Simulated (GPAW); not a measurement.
Runs of GPAW 26.7.0 on GaP. It takes space group F-43m (No. 216, cubic). Conventional cell: a = 5.451 Å, b = 5.451 Å, c = 5.451 Å, α = 90.00°, β = 90.00°, γ = 90.00°. Ga (site symmetry -43m) is surrounded by 4 P at 2.36 Å. P (site symmetry -43m) is surrounded by 4 Ga at 2.36 Å. 

```csv
task,level,potentials or basis,spin,cell,k mesh,cutoff (eV),smearing,maxiter,band path,band points,spin axis theta (degrees),spin axis phi (degrees),mesh quality,gap on the mesh (eV),pressure (GPa),V0 of scaled cells (Å³/atom),B0 (GPa)
single point,PBEsol0,"GPAW PAW data sets (gpaw-data 1.2.1), pw",off,as given,4 × 4 × 4,450,fermi-dirac 0.05 eV,60,-,-,-,-,coarse,(b),-,-,-
equation of state,SOGGA,"PAW data sets generated in the run's folder for this functional, pw",off,as given,8 × 8 × 8,600,fermi-dirac 0.05 eV,150,-,-,-,-,not flagged,-,-,20.56,88
single point,RPBE,"the program's PAW data sets (release 1.2.1) made for this functional, pw",off,as given,8 × 8 × 8,600,gaussian 0.1 eV,150,-,-,-,-,not flagged,1.76,6.7,-,-
band structure,MS2,"GPAW PAW data sets (gpaw-data 1.2.1), pw","SOC, no magnetisation",as given,8 × 8 × 8,600,fermi-dirac 0.05 eV,150,"GXWKGLUWLK,UX",80,0,0,not flagged,1.89,2.2,-,-
equation of state,PBEsol+D3,"PAW data sets generated in the run's folder for this functional, pw",off,as given,8 × 8 × 8,600,fermi-dirac 0.05 eV,150,-,-,-,-,not flagged,-,-,20.28,(c)
single point,RPBE,"the program's PAW data sets (release 1.2.1) made for this functional, pw",off,as given,8 × 8 × 8,600,gaussian 0.05 eV,150,-,-,-,-,not flagged,1.76,6.7,-,-
band structure,rSCAN,"GPAW PAW data sets (gpaw-data 1.2.1), pw","SOC, no magnetisation",as given,8 × 8 × 8,600,fermi-dirac 0.05 eV,150,"GXWKGLUWLK,UX",60,0,0,not flagged,1.90,(a),-,-
single point,RPBE,"the program's PAW data sets (release 1.2.1) made for this functional, pw",off,the cell as VASP's run set it,8 × 8 × 8,600,gaussian 0.05 eV,150,-,-,-,-,not flagged,1.76,6.7,-,-
```

Problem. Fill in the values left out.

Solution. (a) 1.4; (b) 2.90; (c) 90.

Caveats: some runs use coarse meshes; the data sets keep Ga 3d, Li 1s and Be 1s frozen, and some such compounds lay over 1.5 % in volume off other programs (some runs); the PAW data sets were made with another functional, which shifts forces and pressure a little (some runs); spin-orbit coupling was added after a scalar SCF, so levels and gaps hold it while energy, forces, pressure and moments don't (some runs); this program's spin-orbit splittings come out too wide for heavy elements (some runs); exact exchange converges slowly with the k mesh, and this mesh is small (some runs).

A k mesh can miss the band edges, and rows without SOC leave out spin-orbit coupling on Ga.
